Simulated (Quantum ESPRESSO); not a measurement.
# CoO (R-3m) in Quantum ESPRESSO: single point with PBEsol

Aim: the single point of CoO with PBEsol.

Program: Quantum ESPRESSO 7.5. These are calculated values, not measurements. Logs are shortened: lines on timing, memory, paths and dates and some standing lists are left out, and cuts for length are marked.

## Step 1: The structure

It takes space group R-3m (No. 166, trigonal). The conventional cell has a = 3.011 Å, b = 3.011 Å, c = 7.320 Å, α = 90.00°, β = 90.00°, γ = 120.00°. Co (site symmetry -3m) has 6 O at 2.12 Å as nearest neighbours. Around O (site symmetry -3m) lie 6 Co at 2.12 Å.

The cell is a database's computed one.

## Step 2: Single point, PBEsol, collinear spin, ferromagnetic start

pw.in

```
&CONTROL
  calculation = 'scf'
  prefix = 'pwscf'
  outdir = './tmp'
  pseudo_dir = './pseudo'
  tprnfor = .true.
  tstress = .true.
  disk_io = 'nowf'
/
&SYSTEM
  ibrav = 0
  nat = 2
  ntyp = 2
  ecutwfc = 56
  ecutrho = 448
  nbnd = 21
  occupations = 'smearing'
  smearing = 'fd'
  degauss = 0.00367493
  nspin = 2
  starting_magnetization(1) = 0.1176
  starting_magnetization(2) = 0
/
&ELECTRONS
  conv_thr = 4d-10
  electron_maxstep = 120
  mixing_beta = 0.3
/
ATOMIC_SPECIES
Co    58.9332 co_pbesol_v1.2.uspp.F.UPF
O     15.9990 o_pbesol_v1.2.uspp.F.UPF
CELL_PARAMETERS angstrom
   1.5054695445    0.8691832468    2.4399269062
  -1.5054695445    0.8691832468    2.4399269062
   0.0000000000   -1.7383664936    2.4399269062
ATOMIC_POSITIONS angstrom
Co     0.0000000000    0.0000000000    0.0000000000
O      0.0000000000    0.0000000000    3.6598903593
K_POINTS automatic
11 11 11 0 0 0
```

Potentials or basis: GBRV 1.5 PBEsol.

On the command line:

```sh
OMP_NUM_THREADS=1 mpirun -n 2 pw.x -nk 2 -in pw.in > pw.out
```

pw.out:

```text
This program is part of the open-source Quantum ESPRESSO suite
     for quantum simulation of materials; please cite
         "P. Giannozzi et al., J. Phys.:Condens. Matter 21 395502 (2009);
         "P. Giannozzi et al., J. Phys.:Condens. Matter 29 465901 (2017);
         "P. Giannozzi et al., J. Chem. Phys. 152 154105 (2020);
     in publications or presentations arising from this work. More details at

     Message from routine setup:
     using ibrav=0 with symmetry is DISCOURAGED, use correct ibrav instead

     K-points division:     npool     =       2
     Subspace diagonalization in iterative solution of the eigenvalue problem:
     a serial algorithm will be used

     G-vector sticks info
     --------------------
     sticks:   dense  smooth     PW     G-vecs:    dense   smooth      PW
     Sum         995     499    163                20701     7371    1411

     Using Slab Decomposition

     bravais-lattice index     =            0
     lattice parameter (alat)  =       5.6613  a.u.
     unit-cell volume          =     129.2730 (a.u.)^3
     number of atoms/cell      =            2
     number of atomic types    =            2
     number of electrons       =        23.00
     number of Kohn-Sham states=           21
     kinetic-energy cutoff     =      56.0000  Ry
     charge density cutoff     =     448.0000  Ry
     scf convergence threshold =      4.0E-10
     mixing beta               =       0.3000
     number of iterations used =            8  plain     mixing
     Exchange-correlation= SLA  PW   PSX  PSC
                           (   1   4  10   8   0   0   0)

     celldm(1)=   5.661350  celldm(2)=   0.000000  celldm(3)=   0.000000
     celldm(4)=   0.000000  celldm(5)=   0.000000  celldm(6)=   0.000000

     crystal axes: (cart. coord. in units of alat)
               a(1) = (   0.502517   0.290128   0.814434 )
               a(2) = (  -0.502517   0.290128   0.814434 )
               a(3) = (   0.000000  -0.580257   0.814434 )

     reciprocal axes: (cart. coord. in units 2 pi/alat)
               b(1) = (  0.994991  0.574458  0.409282 )
               b(2) = ( -0.994991  0.574458  0.409282 )
               b(3) = (  0.000000 -1.148917  0.409282 )

     PseudoPot. # 1 for Co read from file:
     co_pbesol_v1.2.uspp.F.UPF
     Pseudo is Ultrasoft + core correction, Zval = 17.0
     Generated by new atomic code, or converted to UPF format
     Using radial grid of  863 points,  6 beta functions with:
                l(1) =   0
                l(2) =   0
                l(3) =   1
                l(4) =   1
                l(5) =   2
                l(6) =   2
     Q(r) pseudized with  8 coefficients,  rinner =    1.200   1.200   1.200
                                                       1.200   1.200

     PseudoPot. # 2 for O  read from file:
     o_pbesol_v1.2.uspp.F.UPF
     Pseudo is Ultrasoft + core correction, Zval =  6.0
     Generated by new atomic code, or converted to UPF format
     Using radial grid of  737 points,  5 beta functions with:
                l(1) =   0
                l(2) =   0
                l(3) =   1
                l(4) =   1
                l(5) =   2
     Q(r) pseudized with  8 coefficients,  rinner =    0.900   0.900   0.900
                                                       0.900   0.900

     atomic species   valence    mass     pseudopotential
     Co               17.00    58.93320     Co( 1.00)
     O                 6.00    15.99900     O ( 1.00)

     Starting magnetic structure
     atomic species   magnetization
     Co              0.118
     O               0.000

     12 Sym. Ops., with inversion, found

   Cartesian axes

     site n.     atom                  positions (alat units)
         1        Co     tau(   1) = (   0.0000000   0.0000000   0.0000000  )
         2        O      tau(   2) = (   0.0000000   0.0000000   1.2216504  )

     number of k points=   146  Fermi-Dirac smearing, width (Ry)=  0.0037

     Number of k-points >= 100: set verbosity='high' to print them.

     Dense  grid:    20701 G-vectors     FFT dimensions: (  40,  40,  40)

     Smooth grid:     7371 G-vectors     FFT dimensions: (  27,  27,  27)

     Check: negative core charge=   -0.000025
     Generating pointlists ...
     new r_m :   0.2924 (alat units)  1.6555 (a.u.) for type    1
     new r_m :   0.2924 (alat units)  1.6555 (a.u.) for type    2

     Initial potential from superposition of free atoms

     starting charge      22.0000, renormalised to      23.0000
     Starting wfcs are   17 randomized atomic wfcs +    4 random wfcs

     Self-consistent Calculation

     iteration #  1     ecut=    56.00 Ry     beta= 0.30
     Davidson diagonalization with overlap
     ethr =  1.00E-02,  avg # of iterations =  5.3

     total energy              =    -328.00678786 Ry
     estimated scf accuracy    <       7.43989974 Ry

     total magnetization       =     2.49 Bohr mag/cell
     absolute magnetization    =     2.52 Bohr mag/cell

     iteration #  2     ecut=    56.00 Ry     beta= 0.30
     Davidson diagonalization with overlap
     ethr =  1.00E-02,  avg # of iterations =  2.0

     total energy              =    -329.26462555 Ry
     estimated scf accuracy    <       9.12431832 Ry

     total magnetization       =     0.24 Bohr mag/cell
     absolute magnetization    =     0.27 Bohr mag/cell

     iteration #  3     ecut=    56.00 Ry     beta= 0.30
     Davidson diagonalization with overlap
     ethr =  1.00E-02,  avg # of iterations =  1.4

     total energy              =    -330.41714117 Ry
     estimated scf accuracy    <       0.17900160 Ry

     total magnetization       =     2.66 Bohr mag/cell
     absolute magnetization    =     2.66 Bohr mag/cell

     iteration #  4     ecut=    56.00 Ry     beta= 0.30
     Davidson diagonalization with overlap
     ethr =  7.78E-04,  avg # of iterations =  1.1

     total energy              =    -330.41110615 Ry
     estimated scf accuracy    <       0.05091639 Ry

     total magnetization       =     2.56 Bohr mag/cell
     absolute magnetization    =     2.56 Bohr mag/cell

     iteration #  5     ecut=    56.00 Ry     beta= 0.30
     Davidson diagonalization with overlap
     ethr =  2.21E-04,  avg # of iterations =  2.0

     total energy              =    -330.42193707 Ry
     estimated scf accuracy    <       0.08814859 Ry

     total magnetization       =     2.42 Bohr mag/cell
     absolute magnetization    =     2.43 Bohr mag/cell

     iteration #  6     ecut=    56.00 Ry     beta= 0.30
     Davidson diagonalization with overlap
     ethr =  2.21E-04,  avg # of iterations =  1.0

     total energy              =    -330.43015222 Ry
     estimated scf accuracy    <       0.00331200 Ry

     total magnetization       =     2.83 Bohr mag/cell
     absolute magnetization    =     2.84 Bohr mag/cell

     iteration #  7     ecut=    56.00 Ry     beta= 0.30
     Davidson diagonalization with overlap
     ethr =  1.44E-05,  avg # of iterations =  2.4

     total energy              =    -330.43061306 Ry
     estimated scf accuracy    <       0.00550156 Ry

     total magnetization       =     2.81 Bohr mag/cell
     absolute magnetization    =     2.83 Bohr mag/cell

     iteration #  8     ecut=    56.00 Ry     beta= 0.30
     Davidson diagonalization with overlap
     ethr =  1.44E-05,  avg # of iterations =  1.0

     total energy              =    -330.42978551 Ry
     estimated scf accuracy    <       0.00404350 Ry

     total magnetization       =     2.91 Bohr mag/cell
     absolute magnetization    =     2.92 Bohr mag/cell

     iteration #  9     ecut=    56.00 Ry     beta= 0.30
     Davidson diagonalization with overlap
     ethr =  1.44E-05,  avg # of iterations =  1.7

     total energy              =    -330.43078146 Ry
     estimated scf accuracy    <       0.00093314 Ry

     total magnetization       =     2.99 Bohr mag/cell
     absolute magnetization    =     3.01 Bohr mag/cell

     iteration # 10     ecut=    56.00 Ry     beta= 0.30
     Davidson diagonalization with overlap
     ethr =  4.06E-06,  avg # of iterations =  1.2

     total energy              =    -330.43077255 Ry
     estimated scf accuracy    <       0.00026064 Ry

     total magnetization       =     2.99 Bohr mag/cell
     absolute magnetization    =     3.02 Bohr mag/cell

     iteration # 11     ecut=    56.00 Ry     beta= 0.30
     Davidson diagonalization with overlap
     ethr =  1.13E-06,  avg # of iterations =  1.3

     total energy              =    -330.43077478 Ry
     estimated scf accuracy    <       0.00005175 Ry

     total magnetization       =     2.99 Bohr mag/cell
     absolute magnetization    =     3.02 Bohr mag/cell

     iteration # 12     ecut=    56.00 Ry     beta= 0.30
     Davidson diagonalization with overlap
     ethr =  2.25E-07,  avg # of iterations =  1.0

     total energy              =    -330.43078098 Ry
     estimated scf accuracy    <       0.00000611 Ry

     total magnetization       =     2.99 Bohr mag/cell
     absolute magnetization    =     3.02 Bohr mag/cell

     iteration # 13     ecut=    56.00 Ry     beta= 0.30
     Davidson diagonalization with overlap
     ethr =  2.66E-08,  avg # of iterations =  1.0

     total energy              =    -330.43077918 Ry
     estimated scf accuracy    <       0.00000850 Ry

     total magnetization       =     2.99 Bohr mag/cell
     absolute magnetization    =     3.02 Bohr mag/cell

     iteration # 14     ecut=    56.00 Ry     beta= 0.30
     Davidson diagonalization with overlap
     ethr =  2.66E-08,  avg # of iterations =  1.2

     total energy              =    -330.43078109 Ry
     estimated scf accuracy    <       0.00000008 Ry

     total magnetization       =     2.99 Bohr mag/cell
     absolute magnetization    =     3.02 Bohr mag/cell

     iteration # 15     ecut=    56.00 Ry     beta= 0.30
     Davidson diagonalization with overlap
     ethr =  3.50E-10,  avg # of iterations =  1.9

     total energy              =    -330.43078111 Ry
     estimated scf accuracy    <       0.00000002 Ry

     total magnetization       =     2.99 Bohr mag/cell
     absolute magnetization    =     3.02 Bohr mag/cell

     iteration # 16     ecut=    56.00 Ry     beta= 0.30
     Davidson diagonalization with overlap
     ethr =  8.30E-11,  avg # of iterations =  1.8

     total energy              =    -330.43078112 Ry
     estimated scf accuracy    <          5.1E-09 Ry

     total magnetization       =     2.99 Bohr mag/cell
     absolute magnetization    =     3.02 Bohr mag/cell

     iteration # 17     ecut=    56.00 Ry     beta= 0.30
     Davidson diagonalization with overlap
     ethr =  2.22E-11,  avg # of iterations =  1.7

     total energy              =    -330.43078112 Ry
     estimated scf accuracy    <          1.2E-09 Ry

     total magnetization       =     2.99 Bohr mag/cell
     absolute magnetization    =     3.02 Bohr mag/cell

     iteration # 18     ecut=    56.00 Ry     beta= 0.30
     Davidson diagonalization with overlap
     ethr =  5.39E-12,  avg # of iterations =  1.2

     Magnetic moment per site  (integrated on atomic sphere of radius R)
     atom   1 (R=0.292)  charge= 14.5956  magn=  2.5372
     atom   2 (R=0.292)  charge=  5.7329  magn=  0.3536

     End of self-consistent calculation

     Number of k-points >= 100: set verbosity='high' to print the bands.

     the Fermi energy is    13.9599 ev

!    total energy              =    -330.43078112 Ry
     estimated scf accuracy    <          1.6E-11 Ry
     smearing contrib. (-TS)   =      -0.00215041 Ry
     internal energy E=F+TS    =    -330.42863072 Ry

     The total energy is F=E-TS. E is the sum of the following terms:
     one-electron contribution =    -181.63252151 Ry
     hartree contribution      =     104.10783538 Ry
     xc contribution           =     -39.56058530 Ry
     ewald contribution        =    -213.34335928 Ry

     total magnetization       =     2.99 Bohr mag/cell
     absolute magnetization    =     3.02 Bohr mag/cell

     convergence has been achieved in  18 iterations

     Forces acting on atoms (cartesian axes, Ry/au):

     atom    1 type  1   force =     0.00000000    0.00000000    0.00000000
     atom    2 type  2   force =     0.00000000    0.00000000    0.00000000

     Total force =     0.000000     Total SCF correction =     0.000000

     Computing stress (Cartesian axis) and pressure

          total   stress  (Ry/bohr**3)                   (kbar)     P=      -88.14
  -0.00059215   0.00000000  -0.00000000          -87.11        0.00       -0.00
  -0.00000000  -0.00059215  -0.00000000           -0.00      -87.11       -0.00
  -0.00000000   0.00000000  -0.00061309           -0.00        0.00      -90.19

=------------------------------------------------------------------------------=
   JOB DONE.
=------------------------------------------------------------------------------=
```

Wall time 66 s (2 MPI ranks of Arm Neoverse V2, shared host); peak memory 0.26 GiB.

What came out:

```yaml
Free_energy: -4495.7398 eV
Pressure: -8.8 GPa
Band_gap_on_the_k_mesh: none (metal or under the smearing width)
Net_moment: 2.99 μB per cell
Absolute_moment: 3.02 μB per cell
Site_moments: Co +2.54; O +0.35 μB
Valence_electrons_inside_the_program's_atomic_spheres: Co 14.60; O 5.73
```

Caveat: a cell with one magnetic atom can't hold antiferromagnetic order, which such compounds often take; semilocal functionals often make such compounds metallic where correlation or magnetic order opens a gap, which also shifts bond lengths.
